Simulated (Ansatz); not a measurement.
Crystal: TaS2.

```
Ta S
1.0
     3.35000    0.00000    0.00000
    -1.67500    2.90119    0.00000
     0.00000    0.00000    5.86000
Ta S
1 2
Direct
  0.00000 0.00000 0.00000
  0.66667 0.33333 0.75000
  0.33333 0.66667 0.25000
```

* Program: Ansatz 0.2.0
* Task: single point
* Functional: PBE
* Potentials or basis: Ansatz PAW
* Cutoff: 420 eV (not typed: the program's choice for these potentials)
* k mesh: 9 × 9 × 5
* Occupations: fermi-dirac, width 0.05 eV
* Spin: no spin polarisation

On this cell: pressure 9.2 GPa; largest force 1.232 eV/Å; band gap on the k mesh none (metal or under the smearing width).

The same run follows on a disturbed copy (atoms moved at random, drawn with an rms of 0.05 Å):

```xyz
3
Lattice="3.3500 0.0000 0.0000 -1.6750 2.9012 0.0000 0.0000 0.0000 5.8600" Properties=species:S:1:pos:R:3 pbc="T T T"
Ta    0.0133    0.0009    0.0124
S     1.6748    0.9637    4.3864
S    -0.0254    1.9278    1.4405
```

Task: What changes?

Result: The energy (extrapolated to zero smearing) moves by +12.6 meV/atom; pressure 10.0 GPa; largest force 1.795 eV/Å; band gap on the k mesh none (metal or under the smearing width).

Forces in eV/Å, atoms in the order of the input:
```
Ta  -0.308 -0.055 -0.759
S    0.016  0.016 -1.012
S    0.291  0.039  1.771
```

Stress tensor (GPa, compression positive):
```
 8.25 -0.65  1.06
-0.65  8.42  0.08
 1.06  0.08 13.44
```

Caveats: this functional lacks dispersion, which binds the layers, so the pressure and a relaxed spacing across them are unreliable (some runs); forces of over 1 eV/Å show positions far from the minimum, so gaps and moduli don't describe the material at rest (some runs).
